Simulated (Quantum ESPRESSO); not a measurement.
MgO: equation of state with PBE+D3(BJ)

The system is MgO.

```
CELL_PARAMETERS angstrom
0.00000 2.09700 2.09700
2.09700 0.00000 2.09700
2.09700 2.09700 0.00000
ATOMIC_POSITIONS crystal
Mg 0.00000 0.00000 0.00000
O 0.50000 0.50000 0.50000
```

The cell is a database's computed one.

| Quantity | Value |
| --- | --- |
| Program | Quantum ESPRESSO 7.5 |
| Task | equation of state |
| Functional | PBE |
| Dispersion | D3(BJ) |
| Potentials or basis | PseudoDojo 0.4.1 SR PBE standard |
| Cutoff | 1143 eV |
| Density cutoff | 4572 eV |
| k mesh | 11 × 11 × 11 |
| Occupations | fermi-dirac, width 0.05 eV |
| Spin | no spin polarisation |
| Mixing beta | 0.5 |
| Most SCF iterations | 120 |
| SCF threshold | 4e-10 Ry |

```json
{
  "Equilibrium volume": "9.36 Å³/atom",
  "Bulk modulus": "158 GPa",
  "Pressure derivative of the bulk modulus": "4.1"
}
```

Energy against volume, from the lowest point:
| volume (Å³/atom) | energy (meV/atom) |
| --- | --- |
| 8.668 | 28.53 |
| 8.853 | 14.73 |
| 9.037 | 5.67 |
| 9.221 | 0.90 |
| 9.406 | 0.00 |
| 9.590 | 2.61 |
| 9.775 | 8.38 |

All runs of the series together: 2.1 min on 1 thread of Arm Neoverse V2, on a shared host.
